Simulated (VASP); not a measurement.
# InP (F-43m) in VASP: single point with r2SCAN+D3(BJ)

Aim: the single point of InP with r2SCAN+D3(BJ).

Everything below comes from runs of VASP 6.6.1. Logs are shortened: lines on timing, memory, paths and dates and some standing lists are left out, and cuts for length are marked.

**What was measured.**

A printed reference work, data compilation reports, for a bulk crystal of InP at 1.6 K: band gap 1.4236 eV (direct).

The results are compared with them further down.

## (1) The cell of the first run

The structure is cubic, space group F-43m (No. 216). Conventional cell: a = 5.861 Å, b = 5.861 Å, c = 5.861 Å, α = 90.00°, β = 90.00°, γ = 90.00°. In (site symmetry -43m) has 4 P at 2.54 Å within 3.3 Å. Within 3.3 Å of P (site symmetry -43m) lie 4 In at 2.54 Å.

## (2) Single point, r2SCAN+D3(BJ)

Input file POSCAR:

```
InP
1.0
    0.0000000000      2.9305000000      2.9305000000
    2.9305000000      0.0000000000      2.9305000000
    2.9305000000      2.9305000000      0.0000000000
In P
1 1
Direct
    0.0000000000      0.0000000000      0.0000000000
    0.2500000000      0.2500000000      0.2500000000
```

Input file INCAR.step1:

```
PREC     = Accurate       # precision mode
ENCUT    = 550            # plane-wave cutoff, eV
ISMEAR   = 0              # smearing method
SIGMA    = 0.01           # smearing width, eV
LREAL    = False          # projectors in reciprocal space
LASPH    = True           # aspherical terms in the spheres
NELM     = 120            # most SCF steps
NBANDS   = 16             # bands
GGA      = PE             # functional
ALGO     = Normal         # electronic algorithm
EDIFF    = 1E-5           # SCF threshold, eV
LWAVE    = True           # write WAVECAR
LCHARG   = False          # write CHGCAR
GGA_COMPAT= False
```

Input file INCAR.step2:

```
PREC     = Accurate       # precision mode
ENCUT    = 550            # plane-wave cutoff, eV
EDIFF    = 1E-6           # SCF threshold, eV
ISMEAR   = 0              # smearing method
SIGMA    = 0.01           # smearing width, eV
LREAL    = False          # projectors in reciprocal space
LASPH    = True           # aspherical terms in the spheres
NELM     = 120            # most SCF steps
ALGO     = Normal         # electronic algorithm
ISIF     = 2              # what is computed and relaxed
LWAVE    = False          # write WAVECAR
LCHARG   = False          # write CHGCAR
METAGGA  = R2SCAN         # meta-GGA
LMIXTAU  = True         
IVDW     = 12             # dispersion correction
VDW_S6   = 1.0          
VDW_S8   = 0.78981345   
VDW_A1   = 0.49484001   
VDW_A2   = 5.73083694   
NBANDS   = 16             # bands
ISTART   = 1            
GGA_COMPAT= False
```

Input file KPOINTS:

```
Automatic mesh
0
Gamma
  5 5 5
```

Potentials or basis: VASP PAW PBE potentials, release 64 (In_d, P).

The run is started by

```console
> cat potpaw_PBE.64/In_d/POTCAR potpaw_PBE.64/P/POTCAR > POTCAR
> cp INCAR.step1 INCAR
> mpirun -np 1 vasp_std > vasp.out
> cp INCAR.step2 INCAR
> mpirun -np 1 vasp_std > vasp.out
```

OUTCAR:

```text
PREC = Accurate
   ENCUT = 550
   EDIFF = 1E-6
   ISMEAR = 0
   LREAL = False
   LASPH = True
   NELM = 120
   ISIF = 2
   METAGGA = R2SCAN
   IVDW = 12
   ISTART = 1
 IVDW          = 12

 ion  position               nearest neighbor table
   1  0.000  0.000  0.000-   2 2.54   2 2.54   2 2.54   2 2.54
   2  0.250  0.250  0.250-   1 2.54   1 2.54   1 2.54   1 2.54

  LATTYP: Found a face centered cubic cell.
 ALAT       =     5.8610000000

  Lattice vectors:

 A1 = (   0.0000000000,   2.9305000000,   2.9305000000)
 A2 = (   2.9305000000,   0.0000000000,   2.9305000000)
 A3 = (   2.9305000000,   2.9305000000,   0.0000000000)

Analysis of symmetry for initial positions (statically):
=====================================================================
 Subroutine PRICEL returns:
 Original cell was already a primitive cell.

 Routine SETGRP: Setting up the symmetry group for a
 face centered cubic supercell.

 Subroutine GETGRP returns: Found 24 space group operations
 (whereof 24 operations were pure point group operations)
 out of a pool of 48 trial point group operations.

The static configuration has the point symmetry T_d .

Analysis of symmetry for dynamics (positions and initial velocities):
=====================================================================
 Subroutine PRICEL returns:
 Original cell was already a primitive cell.

 Routine SETGRP: Setting up the symmetry group for a
 face centered cubic supercell.

 Subroutine GETGRP returns: Found 24 space group operations
 (whereof 24 operations were pure point group operations)
 out of a pool of 48 trial point group operations.

The dynamic configuration has the point symmetry T_d .

 Subroutine INISYM returns: Found 24 space group operations
 (whereof 24 operations are pure point group operations),
 and found     1 'primitive' translations

----------------------------------------------------------------------------------------

                                     Primitive cell

  volume of cell :      50.3333

  direct lattice vectors                    reciprocal lattice vectors
     0.000000000  2.930500000  2.930500000    -0.170619348  0.170619348  0.170619348
     2.930500000  0.000000000  2.930500000     0.170619348 -0.170619348  0.170619348
     2.930500000  2.930500000  0.000000000     0.170619348  0.170619348 -0.170619348

  length of vectors
     4.144352845  4.144352845  4.144352845     0.295521380  0.295521380  0.295521380

  position of ions in fractional coordinates (direct lattice)
     0.000000000  0.000000000  0.000000000
     0.250000000  0.250000000  0.250000000

  ion indices of the primitive-cell ions
   primitive index   ion index
                 1           1
                 2           2

----------------------------------------------------------------------------------------

 KPOINTS: Automatic mesh

Automatic generation of k-mesh.
 Grid dimensions read from file:
 generate k-points for:    5    5    5

 Generating k-lattice:

  Cartesian coordinates                     Fractional coordinates (reciprocal lattice)
    -0.034123870  0.034123870  0.034123870     0.200000000  0.000000000  0.000000000
     0.034123870 -0.034123870  0.034123870     0.000000000  0.200000000  0.000000000
     0.034123870  0.034123870 -0.034123870     0.000000000  0.000000000  0.200000000

  Length of vectors
     0.059104276  0.059104276  0.059104276

  Shift w.r.t. Gamma in fractional coordinates (k-lattice)
     0.000000000  0.000000000  0.000000000

 Subroutine IBZKPT returns following result:
 ===========================================

 Found     10 irreducible k-points:

 Following reciprocal coordinates:
            Coordinates               Weight
  0.000000  0.000000  0.000000      1.000000
  0.200000  0.000000  0.000000      8.000000
  0.400000  0.000000  0.000000      8.000000
  0.200000  0.200000  0.000000      6.000000
  0.400000  0.200000  0.000000     24.000000
 -0.400000  0.200000  0.000000     24.000000
 -0.200000  0.200000  0.000000     12.000000
  0.400000  0.400000  0.000000      6.000000
 -0.400000  0.400000  0.000000     12.000000
 -0.400000  0.400000  0.200000     24.000000
   k-points           NKPTS =     10   k-points in BZ     NKDIM =     10   number of bands    NBANDS=     16
   number of dos      NEDOS =    301   number of ions     NIONS =      2
   total plane-waves  NPLWV =  32768
   dimension x,y,z NGX =    32 NGY =   32 NGZ =   32
   dimension x,y,z NGXF=    64 NGYF=   64 NGZF=   64
   ions per type =               1   1
   NGX,Y,Z   is equivalent  to a cutoff of  12.84, 12.84, 12.84 a.u.
   NGXF,Y,Z  is equivalent  to a cutoff of  25.67, 25.67, 25.67 a.u.
 SYSTEM =  unknown system
   PREC   = accura    normal or accurate (medium, high low for compatibility)
   ISTART =      1    job   : 0-new  1-cont  2-samecut
   ICHARG =      0    charge: 1-file 2-atom 10-const
   ISPIN  =      1    spin polarized calculation?
   LNONCOLLINEAR =      F non collinear calculations
   LSORBIT =      F    spin-orbit coupling
   LASPH  =      T    aspherical Exc in radial PAW
   ENCUT  =  550.0 eV  40.42 Ry    6.36 a.u.   7.92  7.92  7.92*2*pi/ulx,y,z
   NELM   =    120;   NELMIN=  2; NELMDL=  0     # of ELM steps
   EDIFF  = 0.1E-05   stopping-criterion for ELM
   LREAL  =      F    real-space projection
   EDIFFG = 0.1E-04   stopping-criterion for IOM
   NSW    =      0    number of steps for IOM
   IBRION =     -1    ionic relax: 0-MD 1-quasi-New 2-CG
   NFREE  =      0    steps in history (QN), initial steepest desc. (CG)
   ISIF   =      2    stress and relaxation
   ISYM   =      2    0-nonsym 1-usesym 2-fastsym
   POTIM  = 0.5000    time-step for ionic-motion
   TEBEG  =    0.0;   TEEND  =   0.0 temperature during run
   PSTRESS=    0.0 pullay stress
   NELECT =      18.0000    total number of electrons
   NUPDOWN=      -1.0000    fix difference up-down
   EMIN   =  10.00;   EMAX   =-10.00  energy-range for DOS
   EFERMI =   0.00;   METHOD = LEGACY
   ISMEAR =     0;   SIGMA  =   0.01  broadening in eV -4-tet -1-fermi 0-gaus
   EFERMI_NEDOS =   21; number of points for ismear=-14 and -15
   IALGO  =     38    algorithm
   IMIX   =      4    mixing-type and parameters
     AMIX     =   0.40;   BMIX     =  1.00
     AMIX_MAG =   1.60;   BMIX_MAG =  1.00
  volume/ion in A,a.u.               =      25.17       169.83
  Fermi-wavevector in a.u.,A,eV,Ry     =   1.162021  2.195901 18.371846  1.350293
  Thomas-Fermi vector in A             =   2.298587
   LORBIT       =      0    0 simple, 1 ext, 2 COOP (PROOUT), +10 PAW based schemes
   METAGGA = R2SCAN    functional components
   LHFCALC =     F    Hartree Fock is set to
   AEXX    =    0.0000 exact exchange contribution
   IVDW    =    12    specifies the selected vdW correction
   LEPSILON=     F    determine dielectric tensor
   LRPA    =     F    only Hartree local field effects (RPA)
 non-spin polarized calculation
 Gauss-broadening in eV      SIGMA  =   0.01
  energy-cutoff  :      550.00
  volume of cell :       50.33
 maximum number of plane-waves:      1485
   NGX = 15   NGY = 15   NGZ = 15

 number of electron      18.0000005 magnetization

 Free energy of the ion-electron system (eV)
  ---------------------------------------------------
  ext. energy  EPLUGINS =         0.00000000
  ---------------------------------------------------
  free energy    TOTEN  =       -32.26271552 eV

  energy without entropy =      -32.26271552  energy(sigma->0) =      -32.26271552

 E-fermi :   5.1166     XC(G=0):  -9.8769

 val. band max:        5.0256955552   @ k =   0.0000   0.0000   0.0000
 cond. band min:       6.1913645163   @ k =   0.0000   0.0000   0.0000
 fundamental gap:      1.1656689611
 Fermi energy:         5.1166116569

 k-point     1 :       0.0000    0.0000    0.0000
  band No.  band energies     occupation
      1      -9.6455      2.00000
      2      -9.6455      2.00000
      3      -9.6455      2.00000
      4      -9.4667      2.00000
      5      -9.4667      2.00000
      6      -6.9751      2.00000
[... 8 lines left out ...]
     15      14.9397      0.00000
     16      14.9397      0.00000

 k-point     2 :       0.2000    0.0000    0.0000
  band No.  band energies     occupation
      1      -9.6955      2.00000
      2      -9.6272      2.00000
      3      -9.6272      2.00000
      4      -9.4656      2.00000
      5      -9.4656      2.00000
      6      -6.5055      2.00000
[... 8 lines left out ...]
     15      14.0099      0.00000
     16      14.9206      0.00000

 k-point     3 :       0.4000    0.0000    0.0000
  band No.  band energies     occupation
      1      -9.7678      2.00000
      2      -9.6045      2.00000
      3      -9.6045      2.00000
      4      -9.4562      2.00000
      5      -9.4562      2.00000
      6      -5.4361      2.00000
[... 8 lines left out ...]
     15      15.3628      0.00000
     16      15.3628      0.00000

 k-point     4 :       0.2000    0.2000    0.0000
  band No.  band energies     occupation
      1      -9.7279      2.00000
      2      -9.6077      2.00000
      3      -9.6077      2.00000
      4      -9.4829      2.00000
      5      -9.4537      2.00000
      6      -6.3521      2.00000
[... 8 lines left out ...]
     15      15.3154      0.00000
     16      16.8069      0.00000

 k-point     5 :       0.4000    0.2000    0.0000
  band No.  band energies     occupation
      1      -9.7830      2.00000
      2      -9.5873      2.00000
      3      -9.5797      2.00000
      4      -9.4864      2.00000
      5      -9.4455      2.00000
      6      -5.4479      2.00000
[... 8 lines left out ...]
     15      16.1204      0.00000
     16      16.8004      0.00000

 k-point     6 :      -0.4000    0.2000    0.0000
  band No.  band energies     occupation
      1      -9.7917      2.00000
      2      -9.5895      2.00000
      3      -9.5787      2.00000
      4      -9.4681      2.00000
      5      -9.4561      2.00000
      6      -4.9135      2.00000
[... 8 lines left out ...]
     15      15.0272      0.00000
     16      16.7734      0.00000

 k-point     7 :      -0.2000    0.2000    0.0000
  band No.  band energies     occupation
      1      -9.7489      2.00000
      2      -9.6052      2.00000
      3      -9.6018      2.00000
      4      -9.4714      2.00000
      5      -9.4583      2.00000
      6      -5.8115      2.00000
[... 8 lines left out ...]
     15      15.9026      0.00000
     16      17.0217      0.00000

 k-point     8 :       0.4000    0.4000    0.0000
  band No.  band energies     occupation
      1      -9.8346      2.00000
      2      -9.5437      2.00000
      3      -9.5437      2.00000
      4      -9.5146      2.00000
      5      -9.4326      2.00000
      6      -4.8927      2.00000
[... 8 lines left out ...]
     15      16.1541      0.00000
     16      18.7574      0.00000

 k-point     9 :      -0.4000    0.4000    0.0000
  band No.  band energies     occupation
      1      -9.8311      2.00000
      2      -9.5553      2.00000
      3      -9.5426      2.00000
      4      -9.5029      2.00000
      5      -9.4397      2.00000
      6      -4.4700      2.00000
[... 8 lines left out ...]
     15      15.8629      0.00000
     16      18.2684      0.00000

 k-point    10 :      -0.4000    0.4000    0.2000
  band No.  band energies     occupation
      1      -9.8103      2.00000
      2      -9.5798      2.00000
      3      -9.5494      2.00000
      4      -9.4891      2.00000
      5      -9.4485      2.00000
      6      -4.6732      2.00000
[... 8 lines left out ...]
     15      16.2995      0.00000
     16      18.3047      0.00000

------------------------ aborting loop because EDIFF is reached ----------------------------------------

 Edisp (eV)   -0.30082

 E8    (eV) :    -0.1057

  FORCE on cell =-STRESS in cart. coord.  units (eV):
  Direction    XX          YY          ZZ          XY          YZ          ZX
  --------------------------------------------------------------------------------------
  -------------------------------------------------------------------------------------
  Total       0.20744     0.20744     0.20744    -0.00000     0.00000     0.00000
  in kB       6.60304     6.60304     6.60304    -0.00000     0.00000     0.00000
  external pressure =        6.60 kB  Pullay stress =        0.00 kB

 VOLUME and BASIS-vectors are now :
 -----------------------------------------------------------------------------
  energy-cutoff  :      550.00
  volume of cell :       50.33
      direct lattice vectors                 reciprocal lattice vectors
     0.000000000  2.930500000  2.930500000    -0.170619348  0.170619348  0.170619348
     2.930500000  0.000000000  2.930500000     0.170619348 -0.170619348  0.170619348
     2.930500000  2.930500000  0.000000000     0.170619348  0.170619348 -0.170619348

 POSITION                                       TOTAL-FORCE (eV/Angst)
 -----------------------------------------------------------------------------------
      0.00000      0.00000      0.00000         0.000000      0.000000      0.000000
      1.46525      1.46525      1.46525        -0.000000     -0.000000     -0.000000
 -----------------------------------------------------------------------------------
    total drift:                               -0.000000     -0.000000      0.000000

  FREE ENERGIE OF THE ION-ELECTRON SYSTEM (eV)
  ---------------------------------------------------
  free  energy   TOTEN  =       -32.5635386565 eV

  energy  without entropy=      -32.5635386565  energy(sigma->0) =      -32.56353866
```

It took 36 s on 1 thread of AMD EPYC 7R43 (Zen 3), shared host; peak memory 0.16 GiB.

Results:

* Free energy: -32.5635 eV
* Pressure: 0.7 GPa
* Band gap on the k mesh: 1.17 eV, direct
* Dispersion energy per atom: -0.150 eV

Levels at points of the mesh, in eV from the valence-band top:
```
           k point  band 5  band 6  band 7  band 8  band 9  band 10  band 11  band 12  band 13  band 14
(0.00, 0.00, 0.00)  -14.49  -12.00    0.00    0.00    0.00     1.17     4.43     4.43     4.43     9.11
```

Caveat: three body term missing; the PAW data sets were made with another functional, which shifts forces and pressure a little; spin-orbit coupling is left out, which moves the levels of the heavy elements.

## (3) Comparison with measurements

Step 2. Measured gap of InP: 1.4236 eV (direct; 1.6 K; a printed reference work, data compilation). This calculation gives 1.17 eV (-0.26 eV). Spin-orbit coupling on In is left out. The value is that of r2SCAN+D3(BJ), without temperature or zero-point motion.
